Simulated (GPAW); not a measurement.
# Si (Fd-3m) in GPAW: further runs, part 2 of 2

GPAW 26.7.0. The steps go on from the part before.

## (3) Band structure, LDA

File run.py:

```python
import spglib
from ase import Atoms
from ase.dft.bandgap import bandgap
from ase.io import read, write
from ase.units import GPa
from gpaw import GPAW, PW, setup_paths

setup_paths.insert(0, '.')

atoms = read('Si.cif')
cell, positions, numbers = spglib.find_primitive(
    (atoms.cell[:], atoms.get_scaled_positions(), atoms.numbers), symprec=1e-4)
atoms = Atoms(numbers, cell=cell, scaled_positions=positions, pbc=True)

calc = GPAW(mode=PW(600),
            xc='LDA',
            kpts={'size': (8, 8, 8), 'gamma': True},
            occupations={'name': 'fermi-dirac', 'width': 0.05},
            nbands=11,
            convergence={'density': 1e-05, 'energy': 1e-05},
            maxiter=150,
            txt='gpaw.txt')
atoms.calc = calc
energy = atoms.get_potential_energy()
forces = atoms.get_forces()
stress = atoms.get_stress()
calc.write('gs.gpw')
write('result.traj', atoms)
print(f'Energy: {energy:.6f} eV')
print('Forces (eV/A):')
print(forces.round(4))
print('Stress (GPa):', (stress / GPa).round(3))
print('Fermi level:', round(calc.get_fermi_level(), 4), 'eV')
print(f'Gap: {bandgap(calc)[0]:.4f} eV, direct: {bandgap(calc, direct=True)[0]:.4f} eV')

path = atoms.cell.bandpath('GXWKGLUWLK,UX', npoints=80, eps=1e-4)
bs_calc = calc.fixed_density(kpts=path, symmetry='off', nbands=21,
                             convergence={'bands': 'CBM+6.0', 'eigenstates': 1e-6}, txt='bands.txt')
bs = bs_calc.band_structure()
bs.write('bs.json')
print(f'Gap on the path: {bandgap(bs_calc)[0]:.4f} eV')
```

File Si.cif:

```cif
data_Si
_cell_length_a 5.44370237
_cell_length_b 5.44370237
_cell_length_c 5.44370237
_cell_angle_alpha 90.00000000
_cell_angle_beta 90.00000000
_cell_angle_gamma 90.00000000
_space_group_name_H-M_alt 'Fd-3m'
_space_group_name_Hall 'F 4d 2 3 -1d'
_space_group_IT_number 227
loop_
_space_group_symop_operation_xyz
'x,y,z'
'-y+1/4,x+1/4,z+1/4'
'-x,-y+1/2,z+1/2'
'y+3/4,-x+1/4,z+3/4'
'x,-y,-z'
'-y+1/4,-x+3/4,-z+3/4'
'-x,y+1/2,-z+1/2'
'y+3/4,x+3/4,-z+1/4'
'z,x,y'
'z+1/4,-y+1/4,x+1/4'
'z+1/2,-x,-y+1/2'
'z+3/4,y+3/4,-x+1/4'
'-z,x,-y'
'-z+3/4,-y+1/4,-x+3/4'
'-z+1/2,-x,y+1/2'
'-z+1/4,y+3/4,x+3/4'
'y,z,x'
'x+1/4,z+1/4,-y+1/4'
'-y+1/2,z+1/2,-x'
'-x+1/4,z+3/4,y+3/4'
'-y,-z,x'
'-x+3/4,-z+3/4,-y+1/4'
'y+1/2,-z+1/2,-x'
'x+3/4,-z+1/4,y+3/4'
'-x+1/4,-y+1/4,-z+1/4'
'y,-x,-z'
'x+1/4,y+3/4,-z+3/4'
'-y+1/2,x,-z+1/2'
'-x+1/4,y+1/4,z+1/4'
'y,x+1/2,z+1/2'
'x+1/4,-y+3/4,z+3/4'
'-y+1/2,-x+1/2,z'
'-z+1/4,-x+1/4,-y+1/4'
'-z,y,-x'
'-z+3/4,x+1/4,y+3/4'
'-z+1/2,-y+1/2,x'
'z+1/4,-x+1/4,y+1/4'
'z+1/2,y,x+1/2'
'z+3/4,x+1/4,-y+3/4'
'z,-y+1/2,-x+1/2'
'-y+1/4,-z+1/4,-x+1/4'
[... 89 lines left out ...]
'-z+1/4,x+1/4,y+1/4'
'-z,-y+1/2,x+1/2'
'z+3/4,-x+1/4,y+3/4'
'z,y,x'
'z+1/4,x+1/4,-y+1/4'
'z+1/2,-y+1/2,-x'
'-y+3/4,-z+1/4,-x+3/4'
'-x+1/2,-z,y+1/2'
'y+1/4,-z+3/4,x+3/4'
'x+1/2,-z+1/2,-y'
'y+3/4,z+1/4,-x+3/4'
'x,z+1/2,y+1/2'
'-y+1/4,z+3/4,x+3/4'
'-x,z,-y'
'x+1/2,y+1/2,z'
'-y+3/4,x+3/4,z+1/4'
'-x+1/2,-y,z+1/2'
'y+1/4,-x+3/4,z+3/4'
'x+1/2,-y+1/2,-z'
'-y+3/4,-x+1/4,-z+3/4'
'-x+1/2,y,-z+1/2'
'y+1/4,x+1/4,-z+1/4'
'z+1/2,x+1/2,y'
'z+3/4,-y+3/4,x+1/4'
'z,-x+1/2,-y+1/2'
'z+1/4,y+1/4,-x+1/4'
'-z+1/2,x+1/2,-y'
'-z+1/4,-y+3/4,-x+3/4'
'-z,-x+1/2,y+1/2'
'-z+3/4,y+1/4,x+3/4'
'y+1/2,z+1/2,x'
'x+3/4,z+3/4,-y+1/4'
'-y,z,-x'
'-x+3/4,z+1/4,y+3/4'
'-y+1/2,-z+1/2,x'
'-x+1/4,-z+1/4,-y+1/4'
'y,-z,-x'
'x+1/4,-z+3/4,y+3/4'
'-x+3/4,-y+3/4,-z+1/4'
'y+1/2,-x+1/2,-z'
'x+3/4,y+1/4,-z+3/4'
'-y,x+1/2,-z+1/2'
'-x+3/4,y+3/4,z+1/4'
'y+1/2,x,z+1/2'
'x+3/4,-y+1/4,z+3/4'
'-y,-x,z'
'-z+3/4,-x+3/4,-y+1/4'
'-z+1/2,y+1/2,-x'
'-z+1/4,x+3/4,y+3/4'
'-z,-y,x'
'z+3/4,-x+3/4,y+1/4'
'z,y+1/2,x+1/2'
'z+1/4,x+3/4,-y+3/4'
'z+1/2,-y,-x+1/2'
'-y+3/4,-z+3/4,-x+1/4'
'-x+1/2,-z+1/2,y'
'y+1/4,-z+1/4,x+1/4'
'x+1/2,-z,-y+1/2'
'y+3/4,z+3/4,-x+1/4'
'x,z,y'
'-y+1/4,z+1/4,x+1/4'
'-x,z+1/2,-y+1/2'
loop_
_atom_site_label
_atom_site_type_symbol
_atom_site_symmetry_multiplicity
_atom_site_Wyckoff_symbol
_atom_site_fract_x
_atom_site_fract_y
_atom_site_fract_z
_atom_site_occupancy
Si1 Si 8 a 0.5000000000 0.0000000000 0.5000000000 1
```

Potentials or basis: PAW data sets generated in the run's folder for this functional, pw.

Command:

```
$ gpaw-setup -f LDA Si
$ OMP_NUM_THREADS=1 python run.py
```

gpaw.txt:

```text
__  _  _
 | _ |_)|_||  |
 |__||  | ||/\| - 26.7.0

Input parameters:
  mode=PW(ecut=600.0),
  convergence={'density': 1e-05, 'energy': 1e-05},
  kpts=MonkhorstPack(size=(8, 8, 8), gamma=True),
  maxiter=150,
  nbands=11,
  occupations=Occupations(name='fermi-dirac', width=0.05),
  xc=XC(name='LDA')

Diagonalizing LCAO Hamiltonian
Converting LCAO to pw mode

           Si

       Si

Atoms  # Å, Bohr magnetons
|   | symbol |        x |        y |        z |    initial magnetic moments |
|---|--------|----------|----------|----------|-----------------------------|
| 0 |     Si | 0.000000 | 0.000000 | 0.000000 | ( 0.0000,  0.0000,  0.0000) |
| 1 |     Si | 1.360926 | 1.360926 | 1.360926 | ( 0.0000,  0.0000,  0.0000) |

Unit cell  # Å
| periodic |        x |        y |        z |  lengths |    angles |
|----------|----------|----------|----------|----------|-----------|
|      yes | 0.000000 | 2.721851 | 2.721851 | 3.849279 | 60.000000 |
|      yes | 2.721851 | 0.000000 | 2.721851 | 3.849279 | 60.000000 |
|      yes | 2.721851 | 2.721851 | 0.000000 | 3.849279 | 60.000000 |

Number of symmetries: 24
Symmetry operations  # r_c * U_cc + t_c -> r_c
|    | kind |            matrix            |
|----|------|------------------------------|
|  0 |  E   |  1, 0, 0,  0, 1, 0,  0, 0, 1 |
|  1 |  σ   |  1, 0, 0,  0, 0, 1,  0, 1, 0 |
|  2 |  σ   |  1, 0,-1,  0, 1,-1,  0, 0,-1 |
|  3 |  C3  |  1, 0,-1,  0, 0,-1,  0, 1,-1 |
|  4 |  C3  |  1,-1, 0,  0,-1, 1,  0,-1, 0 |
|  5 |  σ   |  1,-1, 0,  0,-1, 0,  0,-1, 1 |
|  6 |  σ   |  0, 1, 0,  1, 0, 0,  0, 0, 1 |
|  7 |  C3  |  0, 1, 0,  0, 0, 1,  1, 0, 0 |
|  8 |  C2  |  0, 1,-1,  1, 0,-1,  0, 0,-1 |
|  9 |  S4  |  0, 1,-1,  0, 0,-1,  1, 0,-1 |
| 10 |  C3  |  0, 0, 1,  1, 0, 0,  0, 1, 0 |
| 11 |  σ   |  0, 0, 1,  0, 1, 0,  1, 0, 0 |
| 12 |  S4  |  0, 0,-1,  1, 0,-1,  0, 1,-1 |
| 13 |  C3  |  0, 0,-1,  0, 1,-1,  1, 0,-1 |
| 14 |  S4  |  0,-1, 1,  1,-1, 0,  0,-1, 0 |
| 15 |  C2  |  0,-1, 1,  0,-1, 0,  1,-1, 0 |
| 16 |  C3  |  0,-1, 0,  1,-1, 0,  0,-1, 1 |
| 17 |  S4  |  0,-1, 0,  0,-1, 1,  1,-1, 0 |
| 18 |  S4  | -1, 1, 0, -1, 0, 1, -1, 0, 0 |
| 19 |  C3  | -1, 1, 0, -1, 0, 0, -1, 0, 1 |
| 20 |  C3  | -1, 0, 1, -1, 1, 0, -1, 0, 0 |
| 21 |  S4  | -1, 0, 1, -1, 0, 0, -1, 1, 0 |
| 22 |  σ   | -1, 0, 0, -1, 1, 0, -1, 0, 1 |
| 23 |  C2  | -1, 0, 0, -1, 0, 1, -1, 1, 0 |

BZ-sampling:
  Number of BZ points: 512
  Number of IBZ points: 29

  Monkhorst-Pack size: [8, 8, 8]
  Monkhorst-Pack shift: [0.0625, 0.0625, 0.0625]

K-points  # in reciprocal-cell coordinates
|     |                                coordinates |     weight |
|-----|--------------------------------------------|------------|
|   0 | (  0.00000000,   0.00000000,   0.00000000) | 0.00195312 |
|   1 | (  0.12500000,   0.12500000,   0.00000000) | 0.01171875 |
|   2 | (  0.12500000,   0.12500000,   0.12500000) | 0.01562500 |
|   3 | (  0.25000000,   0.12500000,   0.12500000) | 0.02343750 |
|   4 | (  0.25000000,   0.25000000,   0.00000000) | 0.01171875 |
|   5 | (  0.25000000,   0.25000000,   0.12500000) | 0.04687500 |
|   6 | (  0.25000000,   0.25000000,   0.25000000) | 0.01562500 |
|   7 | (  0.37500000,   0.25000000,  -0.37500000) | 0.04687500 |
|   8 | (  0.37500000,   0.25000000,   0.12500000) | 0.04687500 |
|   9 | (  0.37500000,   0.25000000,   0.25000000) | 0.04687500 |
| ... |                                            |            |
|  28 | (  0.50000000,   0.50000000,   0.50000000) | 0.00781250 |

Plane wave coefficients: 1365
Cutoff: 600.0 eV

Spin-components: 1 (collinear spins)
Bands:           11
Projectors:      10
Spin-degeneracy: 2
Datatype:        complex128

Parallelization:
  kpt:    1
  domain: 1
  band:   1

Density:
  Valence electrons: 8.0
  Components: 1
  Grid points: [24 24 24]
  Charge: 0.0  # |e|

Potential:
  Grid points: [24 24 24]

species:
  Si:
    name:    Silicon
    Z:       14.0
    valence: 4
    core:    10
    charge:  0.0  # [|e|]
    compensation charges:
      type: gauss
      rc: 0.33  # [Å]
      lmax: 2
    cutoffs:
      filter: 1.86  # [Å]
      core: 2.06  # [Å]
    projectors
    | kind |    occ | energy [eV] | rcut [Å] |
    |------|--------|-------------|----------|
    |   3s |  2.000 |     -10.878 |    1.058 |
    |   3p |  2.000 |      -4.162 |    1.058 |
    |    s |        |      16.334 |    1.058 |
    |    p |        |      23.049 |    1.058 |
    |    d |        |       0.000 |    1.058 |

    Using partial waves for Si as LCAO basis

Reference energy: -15717.426383  # eV

eigensolver:
  PPCG
  Converge bands: occupied
  niter=2

density mixing:
  MSR1-Mixer
  Pratt-step length: 0.05
  Maximum mixing coefficient: 0.75
  Old densities: 10
  SVD Regularization: 0.005
  Good broyden scale: 1.0
  Trust region scale: 1.0
  Backstep threshold: 4.0
  History deletion threshold: 6.0
  Fourier metric: weight=20.0, sigma=0.015

occupation numbers:
  Fermi-Dirac:
    width: 0.0500  # eV

poisson solver:
  ecut: 4800.0  # eV

xc functional:
  name: None

convergence criteria:
- Maximum integral of absolute [dens]ity change: 1e-05 electrons / valence electron
- Maximum [total energy] change in last 3 cyles: 1e-05 eV / valence electron
- Maximum integral of absolute [eigenst]ate change: 4e-08 eV^2 / valence electron
maximum number of iterations: 150

SCF iterations
|iter     | |      energy | eigst |  dens |
|---------|-|-------------|-------|-------|
|iter:   1| |  -12.054743 | -0.06 |       |
|iter:   2| |  -12.035637 | -2.53 | -0.80 |
|iter:   3| |  -11.881243 | -2.24 | -0.83 |
|iter:   4| |  -11.878603 | -3.26 | -1.48 |
|iter:   5| |  -11.878662 | -5.05 | -2.27 |
|iter:   6| |  -11.878665c| -6.58 | -3.26 |
|iter:   7| |  -11.878665c| -7.95c| -3.71 |
|iter:   8| |  -11.878665c| -8.72c| -5.12c|

Converged in 8 steps
Energy contributions relative to reference atoms: (reference = -15717.426383)

Energy contributions:
  Kinetic:          14.836439
  Coulomb:         -13.135665
  Zero:             -0.020181
  External:          0.000000
  Xc:              -13.559228
  Entropy:          -0.000060
  Spinorbit:         0.000000
  ----------------------------
  Free energy:     -11.878695
  Extrapolated:    -11.878665

dipole moment: (-14.814913, -14.814913, -14.814913)  # |e|*Ang

Fermi level: 5.311
Eigenvalues  # (at kpt = [0.000, 0.000, 0.000])
| band index |      eig [eV] | occ [0-2] |
|------------|---------------|-----------|
|          0 |        -6.851 |     2.000 |
|          1 |         5.068 |     1.985 |
|          2 |         5.068 |     1.985 |
|          3 |         5.068 |     1.985 |
|          4 |         7.594 |     0.000 |
|          5 |         7.594 |     0.000 |
|          6 |         7.594 |     0.000 |
|          7 |         8.185 |     0.000 |
|          8 |        12.730 |     0.000 |
|          9 |        12.800 |     0.000 |
|         10 |        12.800 |     0.000 |

Gap: 0.528 eV
Transition (v -> c):
  (s=0, k=0, n=3, [0.00, 0.00, 0.00]) -> (s=0, k=12, n=4, [0.38, 0.38, 0.00])
Direct/indirect transitions are different
Direct gap: 2.526 eV
Transition at: (s=0, k=0, n=3, [0.00, 0.00, 0.00])

Forces  # eV/Ang
|        x |        y |        z |
|----------|----------|----------|
|  0.00000 | -0.00000 |  0.00000 |  # Si   0
| -0.00000 |  0.00000 | -0.00000 |  # Si   1

Stress tensor  # eV/Ang^3
|         x |         y |         z |
|-----------|-----------|-----------|
|  0.011891 | -0.000000 | -0.000000 |
| -0.000000 |  0.011891 |  0.000000 |
| -0.000000 |  0.000000 |  0.011891 |

# Writing to gs.gpw (mode='')
```

Wall time 29 s (1 thread of Arm Neoverse V1, shared host); peak memory 0.21 GiB.

Results:

```
Free energy             : -11.8787 eV
Pressure                : -1.9 GPa
Band gap on the k mesh  : 0.53 eV, indirect (least direct gap 2.53 eV)
Band gap along the path : 0.49 eV, indirect (least direct gap 2.53 eV)
```

Levels at the corners of the path, in eV from the valence-band top:
```csv
point,band 2,band 3,band 4,band 5,band 6,band 7
Γ,0.00,0.00,0.00,2.53,2.53,2.53
X,-7.80,-2.84,-2.84,0.62,0.62,9.93
W,-7.64,-3.85,-3.85,4.19,4.19,4.91
K,-7.21,-4.30,-2.41,1.11,4.04,7.38
Γ,0.00,0.00,0.00,2.53,2.53,2.53
L,-6.96,-1.19,-1.19,1.40,3.30,3.30
U,-7.21,-4.30,-2.41,1.11,4.04,7.38
W,-7.64,-3.85,-3.85,4.19,4.19,4.91
L,-6.96,-1.19,-1.19,1.40,3.30,3.30
K,-7.21,-4.30,-2.41,1.11,4.04,7.38
U,-7.21,-4.30,-2.41,1.11,4.04,7.38
X,-7.80,-2.84,-2.84,0.62,0.62,9.93
```

## (4) Equation of state, LDA

File run.py:

```python
from ase.eos import EquationOfState
from ase.io import Trajectory, read
from ase.units import GPa
from gpaw import GPAW, PW

atoms = read('Si.cif')

traj = Trajectory('eos.traj', 'w')
volumes, energies = [], []
for x in [0.94, 0.96, 0.98, 1.0, 1.02, 1.04, 1.06]:
    a = atoms.copy()
    a.set_cell(atoms.cell * x**(1 / 3), scale_atoms=True)
    calc = GPAW(mode=PW(600),
                xc='LDA',
                kpts={'size': (8, 8, 8), 'gamma': True},
                occupations={'name': 'fermi-dirac', 'width': 0.05},
                nbands=11,
                convergence={'density': 1e-05, 'energy': 1e-05},
                maxiter=150,
                txt=f'eos-{x:.2f}.txt')
    a.calc = calc
    energies.append(a.get_potential_energy(force_consistent=True))
    volumes.append(a.get_volume())
    p = -a.get_stress()[:3].mean() / GPa
    calc.write(f'eos-{x:.2f}.gpw')
    traj.write(a)
    print(f'{x:.2f} {volumes[-1]:10.4f} A^3 {energies[-1]:14.6f} eV {p:9.3f} GPa', flush=True)

v0, e0, B = EquationOfState(volumes, energies, eos='birchmurnaghan').fit()
print(f'V0 = {v0:.4f} A^3, E0 = {e0:.6f} eV, B0 = {B / GPa:.2f} GPa')
```

File Si.cif:

```cif
data_Si
_cell_length_a 3.84927886
_cell_length_b 3.84927886
_cell_length_c 3.84927886
_cell_angle_alpha 60.00000000
_cell_angle_beta 60.00000000
_cell_angle_gamma 60.00000000
_space_group_name_H-M_alt 'P1'
_space_group_name_Hall 'P 1'
_space_group_IT_number 1
loop_
_space_group_symop_operation_xyz
'x,y,z'
loop_
_atom_site_label
_atom_site_type_symbol
_atom_site_symmetry_multiplicity
_atom_site_Wyckoff_symbol
_atom_site_fract_x
_atom_site_fract_y
_atom_site_fract_z
_atom_site_occupancy
Si1 Si 1 a 0.5000000000 0.5000000000 0.5000000000 1
Si2 Si 1 a 0.7500000000 0.7500000000 0.7500000000 1
```

Potentials or basis: the program's PAW data sets (release 1.2.1) made for this functional, pw.

Command:

```
$ OMP_NUM_THREADS=1 python run.py
```

Wall time 58 s (1 thread of Arm Neoverse V1, shared host); peak memory 0.24 GiB.

Results (log left out):

```yaml
Equilibrium_volume: 19.75 Å³/atom
Bulk_modulus: 97 GPa
Pressure_derivative_of_the_bulk_modulus: 4.3
```

Energy against volume, from the lowest point:
| volume (Å³/atom) | energy (meV/atom) |
| --- | --- |
| 18.955 | 10.52 |
| 19.358 | 2.49 |
| 19.761 | 0.00 |
| 20.165 | 2.47 |
| 20.568 | 9.41 |
| 20.971 | 20.35 |
| 21.375 | 34.87 |
